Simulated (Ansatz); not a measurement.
# Rhodium, bcc under BLYP: ground state and equation of state

The plan for rhodium in the bcc structure: relax it, solve it on a dense k-mesh, then scale the cell to 7 volumes from 88 to 112 % of the relaxed one and try a fit of the equation of state. Spin polarisation is left out. The k-meshes are 15×15×15 for the relaxation; 23×23×23 for the dense run; 16×16×16 for the volumes.

This is Rh in the bcc structure; at room conditions it is fcc.

Program: Ansatz 0.2.0. Level of theory: DFT BLYP, plane waves (420 eV) with PAW, scalar-relativistic; the PAW data stem from PBE, with regenerated cores. These are calculated values, not measurements.

## 1. The system as given

It takes space group Im-3m (No. 229, cubic). The conventional cell has a = 3.019 Å, b = 3.019 Å, c = 3.019 Å, α = 90.00°, β = 90.00°, γ = 90.00°. Rh (site symmetry m-3m) is surrounded by 8 Rh at 2.61 Å.

As a file:

```cif
data_structure
_symmetry_space_group_name_H-M 'P 1'
_symmetry_Int_Tables_number 1
_cell_length_a 2.6141
_cell_length_b 2.6141
_cell_length_c 2.6141
_cell_angle_alpha 109.471
_cell_angle_beta 109.471
_cell_angle_gamma 109.471
_cell_volume 13.75
loop_
_atom_site_label
_atom_site_type_symbol
_atom_site_fract_x
_atom_site_fract_y
_atom_site_fract_z
_atom_site_occupancy
Rh1 Rh 0.00000 0.00000 0.00000 1
```

## 2. Relaxing cell and atoms

input.yaml reads:

```yaml
crystal:
  lattice:
    - [-1.5092612352, 1.5092612352, 1.5092612352]
    - [1.5092612352, -1.5092612352, 1.5092612352]
    - [1.5092612352, 1.5092612352, -1.5092612352]
  atoms:
    - { symbol: Rh, position: [0.0, 0.0, 0.0] }
hamiltonian:
  xc: blyp
  pseudopotentials:
    kind: paw
    azcp:
      Rh: "pseudopotentials/Rh.paw.azcp"
basis:
  ecutwfc: 420
  fft_grid_basis: typed
kpoints:
  mp_grid: { grid: [15, 15, 15], shift: [0, 0, 0] }
magnetization:
  spin_polarized: false
scf:
  occupations: { method: fermi_dirac, width: 0.1 }
relax:
  max_steps: 60
  f_tol: 0.01
  cell: {}
```

The log of the run:

```text
Warning: RAYON_NUM_THREADS=2 ignored (pool sized by the plan → 2); use --threads N
Engine: ansatz 0.2.0, aarch64-unknown-linux-gnu
Pseudopotentials: kind: paw
Pseudopotential: Rh, paw, valence charge 17, recommended cutoff 420 eV (normal), <dir>
Functional definition: BLYP
  parameter beta = 0.0042
  parameter a = 0.04918
  parameter b = 0.132
  parameter c = 0.2533
  parameter d = 0.349
  exchange = b88_x(beta = beta)
  correlation = lyp_c(a = a, b = b, c = c, d = d)
Crystal: 1 atoms, lattice volume = 13.752 Å³
Basis set: ecut = 420 eV, 249 PW (Γ), exchange–correlation on 36×36×36 points (8 copies of the dense FFT grid, shifted against one another)
Bands: 13, of which v1, the nominal top of the filled ones, is band 9 counted from 1 (8 counted from 0)
Symmetry: 48 space group operations
Space group: Im-3m (ITA 229), of the structure as read, at distance tolerance 2.4e-5 Å
k-points: 120 of 3375
Non-local potential: Rh, projectors of the file, l = 0: 3, l = 1: 2, l = 2: 2, l = 3: 1
PAW form: soft (Blöchl's): semilocal exchange-correlation on the pseudo side does not see the compensation charge
PAW frozen core: Rh, regenerated for the run's functional, and the local potential with it (the file was generated under x = pbe(κ = 0.804, μ = 0.2195149727645171), c = pbe(β = 0.06672455060314922))
PAW one-centre angular grid: Rh, 590 points (default); XC on 64 Gauss nodes
Initial density: superposition of atomic densities (neutral atoms: chi_scale 0, normalization atom), corrected by the library's trained network
Initial wavefunctions: pseudopotential atomic-orbital guess
Functional: x = b88, c = lyp
SCF iter   1: F=—  HF=-6416.731420 eV  |F-HF|=—  |Δ(HF+E_count)|=         —  Δρ=1.73e-2  dr2=3.93e-2  ethr=1.77e-3  ⟨swp⟩=5.0  Hψ=8662  notcnv=0
preconditioner: auto → none  [metal: Δε(μ)=0.064 eV  Ē_g=14.076 eV  σ=0.100 eV  W_gap=0.16  n_scr=0 (ndim 8)  ℏωp=30.0 eV  f_vac=0.000  D(μ)=2.09/eV (n_scr^D=42)]
SCF iter   2: F=—  HF=-6416.722689 eV  |F-HF|=—  |Δ(HF+E_count)|=   8.73e-3  Δρ=6.81e-3  dr2=3.57e-3  ethr=2.31e-4  ⟨swp⟩=2.8  Hψ=3752  notcnv=0
SCF iter   3: F=—  HF=-6416.721750 eV  |F-HF|=—  |Δ(HF+E_count)|=   9.39e-4  Δρ=2.32e-3  dr2=2.68e-4  ethr=2.10e-5  ⟨swp⟩=2.5  Hψ=2369  notcnv=0
SCF iter   4: F=—  HF=-6416.721889 eV  |F-HF|=—  |Δ(HF+E_count)|=   1.39e-4  Δρ=2.15e-4  dr2=1.93e-6  ethr=1.57e-6  ⟨swp⟩=2.1  Hψ=2173  notcnv=0
SCF iter   5: F=—  HF=-6416.721890 eV  |F-HF|=—  |Δ(HF+E_count)|=   8.75e-7  Δρ=1.65e-5  dr2=9.21e-9  ethr=1.14e-8  ⟨swp⟩=2.2  Hψ=2577  notcnv=0
SCF iter   6: F=-6416.721890 eV  HF=-6416.721890 eV  |F-HF|=4.09e-11  |Δ(HF+E_count)|=   2.95e-9  Δρ=2.36e-6  dr2=1.25e-10  ethr=5.42e-11  ⟨swp⟩=1.9  Hψ=4863  notcnv=0
SCF 1 converged in 6 iterations: F = -6416.721890 eV  dr2 = 1.25e-10
relax step   1: F+E_penalty+E_count = -6416.72189004 eV  Δ(F+E_penalty+E_count) = +0.000e0 eV  max|allowed force component| = 0.000e0 eV/Å  Δτ_max = 0.0000 Å  P = +27.535 GPa  Ω = 13.752 Å³  (6 SCF iters, dr2 threshold 1.00e-7 eV, accepted)
Crystal: 1 atoms, lattice volume = 15.862 Å³
Basis set: ecut = 420 eV, 321 PW (Γ), exchange–correlation on 36×36×36 points (8 copies of the dense FFT grid, shifted against one another)
Initial density: handed on by an earlier stage of this run
Initial wavefunctions: those handed on with the density
iter 1 solved again at ethr=9.08e-5 eV; its pass at ethr=3.10e-3 eV (dr2=1.54e-2 eV) is discarded
SCF iter   1: F=—  HF=-6416.833241 eV  |F-HF|=—  |Δ(HF+E_count)|=         —  Δρ=1.04e-2  dr2=1.57e-2  ethr=9.08e-5  ⟨swp⟩=1.0  Hψ=10945  notcnv=0
preconditioner: auto → none  [metal: Δε(μ)=0.048 eV  Ē_g=12.583 eV  σ=0.100 eV  W_gap=0.12  n_scr=0 (ndim 8)  ℏωp=28.0 eV  f_vac=0.000  D(μ)=2.54/eV (n_scr^D=42)]
SCF iter   2: F=—  HF=-6416.830347 eV  |F-HF|=—  |Δ(HF+E_count)|=   2.89e-3  Δρ=6.01e-3  dr2=2.60e-3  ethr=9.08e-5  ⟨swp⟩=2.0  Hψ=2402  notcnv=0
SCF iter   3: F=—  HF=-6416.829805 eV  |F-HF|=—  |Δ(HF+E_count)|=   5.42e-4  Δρ=2.41e-3  dr2=3.33e-4  ethr=1.53e-5  ⟨swp⟩=2.6  Hψ=2381  notcnv=0
SCF iter   4: F=—  HF=-6416.829835 eV  |F-HF|=—  |Δ(HF+E_count)|=   2.96e-5  Δρ=2.87e-4  dr2=3.90e-6  ethr=1.96e-6  ⟨swp⟩=1.0  Hψ=1560  notcnv=0
SCF iter   5: F=—  HF=-6416.829835 eV  |F-HF|=—  |Δ(HF+E_count)|=   2.39e-7  Δρ=2.62e-5  dr2=1.95e-8  ethr=5.88e-10  ⟨swp⟩=3.0  Hψ=6101  notcnv=0
SCF iter   6: F=-6416.829835 eV  HF=-6416.829835 eV  |F-HF|=5.26e-10  |Δ(HF+E_count)|=   2.19e-8  Δρ=2.40e-6  dr2=9.45e-10  ethr=1.15e-10  ⟨swp⟩=2.0  Hψ=4926  notcnv=0
SCF 2 converged in 6 iterations: F = -6416.829835 eV  dr2 = 9.45e-10
relax step   2: F+E_penalty+E_count = -6416.82983502 eV  Δ(F+E_penalty+E_count) = -1.079e-1 eV  max|allowed force component| = 0.000e0 eV/Å  Δτ_max = 0.0000 Å  P = -6.313 GPa  Ω = 15.862 Å³  energy of the carried Pulay correction = -1.171e-3 eV  (6 SCF iters, dr2 threshold 1.00e-7 eV, accepted)
Crystal: 1 atoms, lattice volume = 15.421 Å³
iter 1 solved again at ethr=5.42e-6 eV; its pass at ethr=3.10e-3 eV (dr2=9.21e-4 eV) is discarded
SCF iter   1: F=—  HF=-6416.841014 eV  |F-HF|=—  |Δ(HF+E_count)|=         —  Δρ=2.29e-3  dr2=7.64e-4  ethr=5.42e-6  ⟨swp⟩=1.6  Hψ=10537  notcnv=0
preconditioner: auto → none  [metal: Δε(μ)=0.052 eV  Ē_g=12.820 eV  σ=0.100 eV  W_gap=0.13  n_scr=0 (ndim 8)  ℏωp=28.4 eV  f_vac=0.000  D(μ)=2.45/eV (n_scr^D=42)]
SCF iter   2: F=—  HF=-6416.840853 eV  |F-HF|=—  |Δ(HF+E_count)|=   1.61e-4  Δρ=1.25e-3  dr2=1.13e-4  ethr=4.49e-6  ⟨swp⟩=2.1  Hψ=2180  notcnv=0
SCF iter   3: F=—  HF=-6416.840824 eV  |F-HF|=—  |Δ(HF+E_count)|=   2.90e-5  Δρ=4.88e-4  dr2=1.23e-5  ethr=6.63e-7  ⟨swp⟩=2.4  Hψ=2256  notcnv=0
SCF iter   4: F=—  HF=-6416.840824 eV  |F-HF|=—  |Δ(HF+E_count)|=   1.95e-7  Δρ=4.06e-5  dr2=5.78e-8  ethr=5.88e-10  ⟨swp⟩=3.8  Hψ=5952  notcnv=0
SCF iter   5: F=-6416.840824 eV  HF=-6416.840824 eV  |F-HF|=3.46e-11  |Δ(HF+E_count)|=   5.69e-8  Δρ=3.96e-6  dr2=8.03e-10  ethr=3.40e-10  ⟨swp⟩=1.4  Hψ=4816  notcnv=0
SCF 3 converged in 5 iterations: F = -6416.840824 eV  dr2 = 8.03e-10
relax step   3: F+E_penalty+E_count = -6416.84082378 eV  Δ(F+E_penalty+E_count) = -1.099e-2 eV  max|allowed force component| = 0.000e0 eV/Å  Δτ_max = 0.0000 Å  P = -1.357 GPa  Ω = 15.421 Å³  energy of the carried Pulay correction = -9.403e-4 eV  (5 SCF iters, dr2 threshold 1.00e-7 eV, accepted)
Crystal: 1 atoms, lattice volume = 15.305 Å³
iter 1 solved again at ethr=2.83e-7 eV; its pass at ethr=3.10e-3 eV (dr2=4.81e-5 eV) is discarded
SCF iter   1: F=—  HF=-6416.841360 eV  |F-HF|=—  |Δ(HF+E_count)|=         —  Δρ=5.99e-4  dr2=5.08e-5  ethr=2.83e-7  ⟨swp⟩=2.0  Hψ=10208  notcnv=0
preconditioner: auto → none  [metal: Δε(μ)=0.053 eV  Ē_g=12.901 eV  σ=0.100 eV  W_gap=0.13  n_scr=0 (ndim 8)  ℏωp=28.5 eV  f_vac=0.000  D(μ)=2.42/eV (n_scr^D=42)]
SCF iter   2: F=—  HF=-6416.841349 eV  |F-HF|=—  |Δ(HF+E_count)|=   1.13e-5  Δρ=3.29e-4  dr2=7.53e-6  ethr=2.83e-7  ⟨swp⟩=2.1  Hψ=2208  notcnv=0
SCF iter   3: F=—  HF=-6416.841347 eV  |F-HF|=—  |Δ(HF+E_count)|=   1.74e-6  Δρ=1.30e-4  dr2=8.79e-7  ethr=4.43e-8  ⟨swp⟩=2.5  Hψ=2336  notcnv=0
SCF iter   4: F=-6416.841347 eV  HF=-6416.841347 eV  |F-HF|=4.52e-9  |Δ(HF+E_count)|=   4.08e-8  Δρ=1.25e-5  dr2=5.84e-9  ethr=5.88e-10  ⟨swp⟩=3.0  Hψ=5543  notcnv=0
SCF 4 converged in 4 iterations: F = -6416.841347 eV  dr2 = 5.84e-9
relax step   4: F+E_penalty+E_count = -6416.84134700 eV  Δ(F+E_penalty+E_count) = -5.232e-4 eV  max|allowed force component| = 0.000e0 eV/Å  Δτ_max = 0.0000 Å  P = +0.101 GPa  Ω = 15.305 Å³  energy of the carried Pulay correction = -8.782e-4 eV  (4 SCF iters, dr2 threshold 1.00e-7 eV, accepted)
Crystal: 1 atoms, lattice volume = 15.313 Å³
iter 1 solved again at ethr=1.14e-9 eV; its pass at ethr=3.10e-3 eV (dr2=1.93e-7 eV) is discarded
SCF iter   1: F=—  HF=-6416.841346 eV  |F-HF|=—  |Δ(HF+E_count)|=         —  Δρ=3.71e-5  dr2=2.14e-7  ethr=1.14e-9  ⟨swp⟩=2.0  Hψ=10144  notcnv=0
preconditioner: auto → none  [metal: Δε(μ)=0.053 eV  Ē_g=12.898 eV  σ=0.100 eV  W_gap=0.13  n_scr=0 (ndim 8)  ℏωp=28.5 eV  f_vac=0.000  D(μ)=2.43/eV (n_scr^D=42)]
SCF iter   2: F=—  HF=-6416.841345 eV  |F-HF|=—  |Δ(HF+E_count)|=   7.65e-7  Δρ=1.88e-5  dr2=2.99e-8  ethr=1.14e-9  ⟨swp⟩=2.2  Hψ=2234  notcnv=0
SCF iter   3: F=-6416.841345 eV  HF=-6416.841345 eV  |F-HF|=6.66e-10  |Δ(HF+E_count)|=   8.90e-9  Δρ=6.17e-6  dr2=1.99e-9  ethr=1.49e-10  ⟨swp⟩=4.0  Hψ=4551  notcnv=0
SCF 5 converged in 3 iterations: F = -6416.841345 eV  dr2 = 1.99e-9
relax step   5: F+E_penalty+E_count = -6416.84134519 eV  Δ(F+E_penalty+E_count) = +1.808e-6 eV  max|allowed force component| = 0.000e0 eV/Å  Δτ_max = 0.0000 Å  P = -0.001 GPa  Ω = 15.313 Å³  energy of the carried Pulay correction = -8.825e-4 eV  (3 SCF iters, dr2 threshold 2.54e-8 eV, accepted)
Basis set: ecut = 420 eV, 321 PW (Γ), exchange–correlation on 40×40×40 points (8 copies of the dense FFT grid, shifted against one another)
Initial wavefunctions: pseudopotential atomic-orbital guess (no wavefunctions were taken with the density)
iter 1 solved again at ethr=6.44e-8 eV; its pass at ethr=3.10e-3 eV (dr2=1.09e-5 eV) is discarded
SCF iter   1: F=—  HF=-6416.839989 eV  |F-HF|=—  |Δ(HF+E_count)|=         —  Δρ=1.60e-3  dr2=8.85e-6  ethr=6.44e-8  ⟨swp⟩=2.9  Hψ=12649  notcnv=0
preconditioner: auto → none  [metal: Δε(μ)=0.053 eV  Ē_g=12.897 eV  σ=0.100 eV  W_gap=0.13  n_scr=0 (ndim 8)  ℏωp=28.5 eV  f_vac=0.000  D(μ)=2.43/eV (n_scr^D=42)]
SCF iter   2: F=—  HF=-6416.841864 eV  |F-HF|=—  |Δ(HF+E_count)|=   1.87e-3  Δρ=7.99e-4  dr2=2.32e-6  ethr=5.21e-8  ⟨swp⟩=1.0  Hψ=1560  notcnv=0
SCF iter   3: F=—  HF=-6416.842490 eV  |F-HF|=—  |Δ(HF+E_count)|=   6.27e-4  Δρ=1.09e-4  dr2=1.22e-6  ethr=1.37e-8  ⟨swp⟩=2.0  Hψ=2134  notcnv=0
SCF iter   4: F=—  HF=-6416.842494 eV  |F-HF|=—  |Δ(HF+E_count)|=   3.70e-6  Δρ=7.83e-6  dr2=7.20e-9  ethr=7.16e-9  ⟨swp⟩=2.3  Hψ=2186  notcnv=0
SCF iter   5: F=—  HF=-6416.842494 eV  |F-HF|=—  |Δ(HF+E_count)|=  1.66e-10  Δρ=1.22e-6  dr2=8.31e-11  ethr=4.23e-11  ⟨swp⟩=2.3  Hψ=2382  notcnv=0
SCF iter   6: F=-6416.842494 eV  HF=-6416.842494 eV  |F-HF|=2.73e-12  |Δ(HF+E_count)|=  3.04e-10  Δρ=1.87e-7  dr2=3.74e-12  ethr=1.00e-12  ⟨swp⟩=5.3  Hψ=6083  notcnv=0
SCF 6 converged in 6 iterations: F = -6416.842494 eV  dr2 = 3.74e-12
relax step   6: F+E_penalty+E_count = -6416.84249411 eV  Δ(F+E_penalty+E_count) = -1.149e-3 eV  max|allowed force component| = 0.000e0 eV/Å  Δτ_max = 0.0000 Å  P = +0.094 GPa  Ω = 15.313 Å³  stress off target by 9.41e-2 GPa  SCF on the basis re-selected at this cell (its energy is not comparable with the rows above)  (6 SCF iters)
basis re-selected at this cell: Δ(F+E_penalty+E_count) = -1.149e-3 eV, ΔP = +0.096 GPa vs the last step (what re-selecting the basis moved, of the pressure what is left beyond the Pulay correction that the steps carried, after the strain that the cell walked since its last selection, with what the two solves' SCF thresholds leave and, on support functions, any second-order correction that the steps lacked; it is no measure of the basis error at this ecutwfc). The dense FFT grid was sized anew with the basis: this SCF ran on 20×20×20 points, the steps before it on 18×18×18, so part of this shift can come from that change (see relax.cell in the input reference). This SCF's stress stands 9.41e-2 GPa from its target on what of the cell is left free (relax.cell.stress_tol is 5.00e-2 GPa) and its largest allowed force component is 0.00e0 eV/Å (relax.f_tol is 1.00e-2 eV/Å): not within both, so this SCF does not close the relaxation
Crystal: 1 atoms, lattice volume = 15.320 Å³
iter 1 solved again at ethr=1.06e-9 eV; its pass at ethr=3.10e-3 eV (dr2=1.80e-7 eV) is discarded
SCF iter   1: F=—  HF=-6416.842493 eV  |F-HF|=—  |Δ(HF+E_count)|=         —  Δρ=3.76e-5  dr2=2.03e-7  ethr=1.06e-9  ⟨swp⟩=2.0  Hψ=10161  notcnv=0
preconditioner: auto → none  [metal: Δε(μ)=0.053 eV  Ē_g=12.892 eV  σ=0.100 eV  W_gap=0.13  n_scr=0 (ndim 8)  ℏωp=28.5 eV  f_vac=0.000  D(μ)=2.43/eV (n_scr^D=42)]
SCF iter   2: F=—  HF=-6416.842493 eV  |F-HF|=—  |Δ(HF+E_count)|=   7.49e-8  Δρ=2.07e-5  dr2=3.03e-8  ethr=1.06e-9  ⟨swp⟩=2.2  Hψ=2238  notcnv=0
SCF iter   3: F=-6416.842493 eV  HF=-6416.842493 eV  |F-HF|=1.16e-10  |Δ(HF+E_count)|=   6.97e-9  Δρ=8.13e-6  dr2=3.41e-9  ethr=1.30e-10  ⟨swp⟩=4.0  Hψ=4623  notcnv=0
SCF 7 converged in 3 iterations: F = -6416.842493 eV  dr2 = 3.41e-9
relax step   7: F+E_penalty+E_count = -6416.84249278 eV  Δ(F+E_penalty+E_count) = +1.327e-6 eV  max|allowed force component| = 0.000e0 eV/Å  Δτ_max = 0.0000 Å  P = +0.002 GPa  Ω = 15.320 Å³  energy of the carried Pulay correction = -3.529e-6 eV  (3 SCF iters, dr2 threshold 2.22e-8 eV, accepted)
iter 1 solved again at ethr=1.04e-8 eV; its pass at ethr=3.10e-3 eV (dr2=1.77e-6 eV) is discarded
SCF iter   1: F=—  HF=-6416.842499 eV  |F-HF|=—  |Δ(HF+E_count)|=         —  Δρ=8.28e-6  dr2=3.58e-9  ethr=1.04e-8  ⟨swp⟩=3.2  Hψ=13071  notcnv=0
SCF iter   2: F=—  HF=-6416.842499 eV  |F-HF|=—  |Δ(HF+E_count)|=   3.00e-8  Δρ=4.04e-6  dr2=7.32e-10  ethr=2.10e-11  ⟨swp⟩=2.0  Hψ=2232  notcnv=0
SCF iter   3: F=—  HF=-6416.842499 eV  |F-HF|=—  |Δ(HF+E_count)|=  2.20e-10  Δρ=1.09e-6  dr2=1.69e-10  ethr=4.31e-12  ⟨swp⟩=2.4  Hψ=2589  notcnv=0
SCF iter   4: F=-6416.842499 eV  HF=-6416.842499 eV  |F-HF|=9.09e-13  |Δ(HF+E_count)|=  4.82e-11  Δρ=1.71e-7  dr2=7.22e-13  ethr=1.00e-12  ⟨swp⟩=3.9  Hψ=6737  notcnv=0
SCF 8 converged in 4 iterations: F = -6416.842499 eV  dr2 = 7.22e-13
relax step   8: F+E_penalty+E_count = -6416.84249855 eV  Δ(F+E_penalty+E_count) = -5.773e-6 eV  max|allowed force component| = 0.000e0 eV/Å  Δτ_max = 0.0000 Å  P = +0.001 GPa  Ω = 15.320 Å³  stress off target by 1.28e-3 GPa  SCF on the basis re-selected at this cell (its energy is not comparable with the rows above)  (4 SCF iters)
basis re-selected at this cell: Δ(F+E_penalty+E_count) = -5.773e-6 eV, ΔP = -0.000 GPa vs the last step (what re-selecting the basis moved, of the pressure what is left beyond the Pulay correction that the steps carried, after the strain that the cell walked since its last selection, with what the two solves' SCF thresholds leave and, on support functions, any second-order correction that the steps lacked; it is no measure of the basis error at this ecutwfc). This SCF's stress stands 1.28e-3 GPa from its target on what of the cell is left free (relax.cell.stress_tol is 5.00e-2 GPa) and its largest allowed force component is 0.00e0 eV/Å (relax.f_tol is 1.00e-2 eV/Å): within both
SCF converged after 4 iterations
Free energy (F): -6416.842499 eV
Harris-Foulkes:  -6416.842499 eV  (|F-HF|=9.09e-13)
Internal energy: -6416.763649 eV  (E = F + TS)
E sigma→0 (E₀):  -6416.803074 eV
Entropy (-TS):   -0.078850 eV (-78.850 meV/atom)
Fermi energy:    19.808238 eV
--- Per-component energies (eV) ---
  E_band       = -117.568790
  E_kinetic    = 572.703768
  E_local      = -1702.667303  (includes V_loc(G=0)·N_el)
  E_nonlocal   = 356.176053
  E_hartree    = 599.972813
  E_xc         = -217.896824
  E_vxc        = -272.705584  (∫ρ·V_xc dr)
  E_paw        = -3605.220909  (= ΣΔE_a)
  E_vpaw       = -271.022174  (= ΣTr[D̂ρ^β])
  E_aug_tail   = 0.000834  (compensation charges beyond the density's cutoff)
  E_ewald      = -2419.920152
  E_core_change = 0.088071  (= ΣΔE_core)
  E_smearing   = -0.078850  (= −TS)
  E_closure    = 0.000000  (closes the sum)
  Σ components = -6416.842499   (vs F -6416.842499, Δ=0.00e0)
--- Forces (eV/Å), atoms counted from 1 ---
  atom   1  Rh    -0.00000000    -0.00000000     0.00000000
  max |Σ_I F_I| component: 1.60e-31 eV/Å
--- Stress (GPa, compression-positive) ---
        0.001283      -0.000000       0.000000
        0.000000       0.001283      -0.000000
        0.000000       0.000000       0.001283
  P = ⅓ Tr σ = 0.0013 GPa (0.013 kbar)
--- Relaxed structure (6 steps of the walk, 6 accepted, 2 SCFs on fresh bases) ---
  F+E_penalty+E_count = -6416.84249855 eV   max|allowed force component| = 0.000e0 eV/Å   (the final SCF, on the basis selected at the relaxed cell)
  cell:  # Å, volume = 15.3199 Å³
    - [-1.5645827244217096, 1.5645827244217096, 1.5645827244217096]
    - [1.5645827244217096, -1.5645827244217096, 1.5645827244217096]
    - [1.5645827244217096, 1.5645827244217096, -1.5645827244217096]
  atoms:
    - { symbol: Rh, position: [0.0, 0.0, 0.0] }
```

It took 5.2 s on 2 threads of an Arm CPU, shared host; peak memory 0.28 GiB.

The steps of the relaxation:

| step | energy change (meV/atom) | largest force (eV/Å) | pressure (GPa) | volume (Å³/atom) |
| --- | --- | --- | --- | --- |
| 1 | 0.00 | 0.0000 | 27.53 | 13.752 |
| 2 | -107.94 | 0.0000 | -6.31 | 15.862 |
| 3 | -118.93 | 0.0000 | -1.36 | 15.421 |
| 4 | -119.46 | 0.0000 | 0.10 | 15.305 |
| 5 | -119.46 | 0.0000 | 0.00 | 15.313 |
| 6 | -120.60 | 0.0000 | 0.09 | 15.313 |
| 7 | -120.60 | 0.0000 | 0.00 | 15.320 |
| 8 | -120.61 | 0.0000 | 0.00 | 15.320 |

Steps that repeat a cell are solved on a basis chosen anew, so their changes of energy are no gain of the relaxation.

The cell of the run, before and after:

|  | before | after | change |
| --- | --- | --- | --- |
| a (Å) | 2.614 | 2.710 | +3.7 % |
| b (Å) | 2.614 | 2.710 | +3.7 % |
| c (Å) | 2.614 | 2.710 | +3.7 % |
| volume (Å³/atom) | 13.752 | 15.320 | +11.4 % |
| shortest distance (Å) | 2.614 | 2.710 | +3.7 % |
| space group (spins left aside) | Im-3m | Im-3m | same |

## 3. Dense single point

input.yaml reads:

```yaml
crystal:
  lattice:
    - [-1.5645827244, 1.5645827244, 1.5645827244]
    - [1.5645827244, -1.5645827244, 1.5645827244]
    - [1.5645827244, 1.5645827244, -1.5645827244]
  atoms:
    - { symbol: Rh, position: [0.0, 0.0, 0.0] }
hamiltonian:
  xc: blyp
  pseudopotentials:
    kind: paw
    azcp:
      Rh: "pseudopotentials/Rh.paw.azcp"
basis:
  ecutwfc: 420
  fft_grid_basis: typed
kpoints:
  mp_grid: { grid: [23, 23, 23], shift: [0, 0, 0] }
magnetization:
  spin_polarized: false
scf:
  occupations: { method: fermi_dirac, width: 0.1 }
```

The log of the run, shortened:

```text
Warning: RAYON_NUM_THREADS=2 ignored (pool sized by the plan → 2); use --threads N
[...]
Pseudopotentials: kind: paw
Pseudopotential: Rh, paw, valence charge 17, recommended cutoff 420 eV (normal), <dir>
Functional definition: BLYP
[...]
Crystal: 1 atoms, lattice volume = 15.320 Å³
Basis set: ecut = 420 eV, 321 PW (Γ), exchange–correlation on 40×40×40 points (8 copies of the dense FFT grid, shifted against one another)
Bands: 13, of which v1, the nominal top of the filled ones, is band 9 counted from 1 (8 counted from 0)
Symmetry: 48 space group operations
Space group: Im-3m (ITA 229), of the structure as read, at distance tolerance 2.5e-5 Å
k-points: 364 of 12167
[...]
SCF iter   1: F=—  HF=-6416.852186 eV  |F-HF|=—  |Δ(HF+E_count)|=         —  Δρ=1.54e-2  dr2=3.75e-2  ethr=1.77e-3  ⟨swp⟩=4.9  Hψ=25875  notcnv=0
[...]
SCF iter   6: F=-6416.843941 eV  HF=-6416.843941 eV  |F-HF|=1.21e-10  |Δ(HF+E_count)|=   7.79e-9  Δρ=1.47e-6  dr2=6.54e-11  ethr=6.06e-11  ⟨swp⟩=1.0  Hψ=12995  notcnv=0
[...]
SCF converged after 6 iterations
Free energy (F): -6416.843941 eV
[...]
E sigma→0 (E₀):  -6416.804700 eV
Entropy (-TS):   -0.078482 eV (-78.482 meV/atom)
Fermi energy:    19.801417 eV
[...]
```

It took 1.9 s on 2 threads of an Arm CPU, shared host; peak memory 0.32 GiB.

(Part 1 of 2 ends here.)
